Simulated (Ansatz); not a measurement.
# Au(110) / 3 layers Pd(110) / Au(110): resistance against film thickness, part 2 of 2

Wanted: interface resistance and thickness dependence for Au(110) / 3 layers Pd(110) / Au(110).

Ansatz 0.2.0; Ansatz plane-wave DFT, PBE, PAW files; ballistic transport by layer matching (Landauer), zero bias; PAW set soft_1.

So far. Step 5 (With 8 layers, k-mesh 13×9×1, film layers 8): The conductance of the junction is 6.3e14 S/m², 6.7 % under the 6.8e14 S/m² of the last finished run, no more than the error estimates, leads' steps apart, of 4.1 and 4.2 % together.

**6. With 10 layers, k-mesh 13×9×1, film layers 10**

The stack now holds 10 film layers; the k-mesh follows the cell, and the energies span -0.27 to 0.27 eV.

System of this step: Au(110) / 10 layers Pd(110) / Au(110). The cell holds 22 atoms: 12 Au and 10 Pd. Its edges and angles: a = 2.884 Å, b = 4.078 Å, c = 29.813 Å, α = 90.0°, β = 90.0°, γ = 90.0°. It derives from Au and Pd. Regions: lead, 12 atoms (12 Au); films, 10 atoms (10 Pd). The structure is stacked along c, and the current runs across the ab planes.

input.yaml

```yaml
crystal:
  lattice:
    - [2.8837582304, 0.0, 0.0]
    - [0.0, 4.07825, 0.0]
    - [0.0, 0.0, 29.8134660897]
  atoms:
    - { symbol: Au, position: [0.0, 0.0, 0.0241816753] }
    - { symbol: Au, position: [0.5, 0.5, 0.072545026] }
    - { symbol: Au, position: [0.0, 0.0, 0.1209083767] }
    - { symbol: Au, position: [0.5, 0.5, 0.1692717273] }
    - { symbol: Au, position: [0.0, 0.0, 0.217635078] }
    - { symbol: Au, position: [0.5, 0.5, 0.2659984287] }
    - { symbol: Pd, position: [0.0, 0.0, 0.3111620936] }
    - { symbol: Pd, position: [0.5, 0.5, 0.3531260728] }
    - { symbol: Pd, position: [0.0, 0.0, 0.395090052] }
    - { symbol: Pd, position: [0.5, 0.5, 0.4370540312] }
    - { symbol: Pd, position: [0.0, 0.0, 0.4790180104] }
    - { symbol: Pd, position: [0.5, 0.5, 0.5209819896] }
    - { symbol: Pd, position: [0.0, 0.0, 0.5629459688] }
    - { symbol: Pd, position: [0.5, 0.5, 0.604909948] }
    - { symbol: Pd, position: [0.0, 0.0, 0.6468739272] }
    - { symbol: Pd, position: [0.5, 0.5, 0.6888379064] }
    - { symbol: Au, position: [0.0, 0.0, 0.7340015713] }
    - { symbol: Au, position: [0.5, 0.5, 0.782364922] }
    - { symbol: Au, position: [0.0, 0.0, 0.8307282727] }
    - { symbol: Au, position: [0.5, 0.5, 0.8790916233] }
    - { symbol: Au, position: [0.0, 0.0, 0.927454974] }
    - { symbol: Au, position: [0.5, 0.5, 0.9758183247] }
kpoints:
  mp_grid: { grid: [13, 9, 1] }
hamiltonian:
  xc: pbe
  pseudopotentials: { kind: paw, azcp: { folder: soft_1 } }
scf:
  occupations: { method: fermi_dirac, width: 0.1 }
output:
  transmission:
    leads: [[0, 1]]
    kmesh: [26, 18]
    e_range: [-0.27, 0.27]
    de: 0.036
  write_potential: true
  write_density: true
  volumetric_format: npy
```

Command:

```
$ ansatz run input.yaml --threads 4 --pin off --max-ram 8192MiB --backend cpu --events-out ev --progress --plain --runs-dir out
```

Run time: 4.3 min. Hardware: 4 threads of Intel Xeon Platinum 8375C at 2.90GHz (Ice Lake), shared host; peak memory 3 GiB.

This step gave:

* free energy: -227542.6280 eV
* energy at zero smearing: -227542.3342 eV
* Fermi energy: 20.29 eV
* step of the lead's potential: 5.3 meV
* estimated errors of the lead's conductance: 0, 5.4, 0 % (band edges, k-mesh, distance from neutral)
* lead conductance per cell: 1.391 G₀
* conductance of the junction: 6.05e14 S/m²
* junction conductance per cell: 0.9188 G₀
* estimated errors of the junction's conductance: 0, 0, 4.8, 4.7, 0.1 % (energy step, band edges, k-mesh, leads' steps, distance from neutral)
* area resistance that the stack adds (contact term taken off, spin by spin): 0.5609 fΩ m²

Per spin. The transmission, zone mean by energy, zero at the Fermi level:

```tsv
energy (eV)	transmission, zone mean
-0.270	0.935
-0.234	0.927
-0.198	0.973
-0.162	0.975
-0.126	0.955
-0.090	0.932
-0.054	0.915
-0.018	0.901
0.018	0.928
0.054	0.944
0.090	0.950
0.126	0.951
0.162	0.985
0.198	1.00
0.234	1.02
0.270	1.04
```

The conductance of the junction is 6.1e14 S/m², 4.4 % under the 6.3e14 S/m² of the last finished run, within the error estimates, leads' steps apart, of 4.2 and 4.8 %.

**7. All levels side by side**

Times are for 4 threads of Intel Xeon Platinum 8375C at 2.90GHz (Ice Lake), shared host. The runs compared:

```tsv
no.	film layers	area resistance that the stack adds (contact term taken off, spin by spin) (fΩ m²)	conductance of the junction (S/m²)	time	memory (GiB)
1	3	0.3647	6.87e14	7 min	2.6
2	5	0.3940	6.74e14	3.7 min	2.2
3	6	0.3820	6.79e14	3.8 min	2.2
4	8	0.4896	6.33e14	4 min	2.6
5	10	0.5609	6.05e14	4.3 min	3.0
```

**8. With 5 layers**

The same run once more with an input made wrong on purpose.

This step: Ansatz plane-wave DFT, PBE, PAW files; ballistic transport by layer matching (Landauer), zero bias; changed: basis.ecutrho_ratio = 2, scf.max_iter = 50 (Ansatz 0.2.0).

System of this step: Au(110) / 5 layers Pd(110) / Au(110). The cell holds 18 atoms: 13 Au and 5 Pd. Cell: a = 2.884 Å, b = 4.078 Å, c = 25.000 Å, α = 90.0°, β = 90.0°, γ = 90.0°. It derives from Au and Pd. Regions: lead, 13 atoms (13 Au); films, 5 atoms (5 Pd). The structure is stacked along c, and the current runs across the ab planes.

input.yaml

```yaml
crystal:
  lattice:
    - [2.8837582304, 0.0, 0.0]
    - [0.0, 4.07825, 0.0]
    - [0.0, 0.0, 24.9998868511]
  atoms:
    - { symbol: Au, position: [0.0, 0.0, 0.0288377128] }
    - { symbol: Au, position: [0.5, 0.5, 0.0865131385] }
    - { symbol: Au, position: [0.0, 0.0, 0.1441885641] }
    - { symbol: Au, position: [0.5, 0.5, 0.2018639898] }
    - { symbol: Au, position: [0.0, 0.0, 0.2595394154] }
    - { symbol: Au, position: [0.5, 0.5, 0.317214841] }
    - { symbol: Pd, position: [0.0, 0.0, 0.3710745005] }
    - { symbol: Pd, position: [0.5, 0.5, 0.4211183939] }
    - { symbol: Pd, position: [0.0, 0.0, 0.4711622872] }
    - { symbol: Pd, position: [0.5, 0.5, 0.5212061805] }
    - { symbol: Pd, position: [0.0, 0.0, 0.5712500738] }
    - { symbol: Au, position: [0.5, 0.5, 0.6251097333] }
    - { symbol: Au, position: [0.0, 0.0, 0.682785159] }
    - { symbol: Au, position: [0.5, 0.5, 0.7404605846] }
    - { symbol: Au, position: [0.0, 0.0, 0.7981360102] }
    - { symbol: Au, position: [0.5, 0.5, 0.8558114359] }
    - { symbol: Au, position: [0.0, 0.0, 0.9134868615] }
    - { symbol: Au, position: [0.5, 0.5, 0.9711622872] }
kpoints:
  mp_grid: { grid: [13, 9, 1] }
hamiltonian:
  xc: pbe
  pseudopotentials: { kind: paw, azcp: { folder: soft_1 } }
scf:
  occupations: { method: fermi_dirac, width: 0.1 }
  max_iter: 50
output:
  transmission:
    leads: [[0, 1]]
    kmesh: [26, 18]
    e_range: [-0.27, 0.27]
    de: 0.036
  write_potential: true
  write_density: true
  volumetric_format: npy
basis:
  ecutrho_ratio: 2
```

Run time: 0.02 s. Hardware: 4 threads; peak memory 0.044 GiB.

The program refused the input before any cycle.

The program's message: “Error: output.transmission: <on plane waves> with basis.ecutrho_ratio < 4 — the transmission reads the potential up to twice the cutoff's wavenumber, and below a ratio of 4 the run has it in part; rai …”

The change that led to it: basis.ecutrho_ratio = 2.

**9. Outcome**

```yaml
area_resistance_3_layers: 0.365 fΩ m²
area_resistance_5_layers: 0.394 fΩ m²
area_resistance_6_layers: 0.382 fΩ m²
area_resistance_8_layers: 0.490 fΩ m²
area_resistance_10_layers: 0.561 fΩ m²
```

In words: The stack adds 0.36 fΩ m² with 3 layers and 0.56 fΩ m² with 10. From 5 to 10 layers it grows by 42 %, though no single step exceeds the two runs' error estimates together; nothing scatters inside a perfect film, so this is no ohmic growth. Atoms sit on ideal sites and aren't relaxed. Spin-orbit coupling is left out, which matters for Au. Pd(110) is stretched by 4.8 % in plane to fit Au(110), at its own atomic volume.

[Logs are printed without paths, hosts, clocks, repeated set-up lines and the standing remarks that a program may print on its own settings, such as how far it seeks lower states.]

[Hosts, paths, dates, database ids (printed as entryN), source tags and the programs' standing remarks are cut or masked in the printed files.]
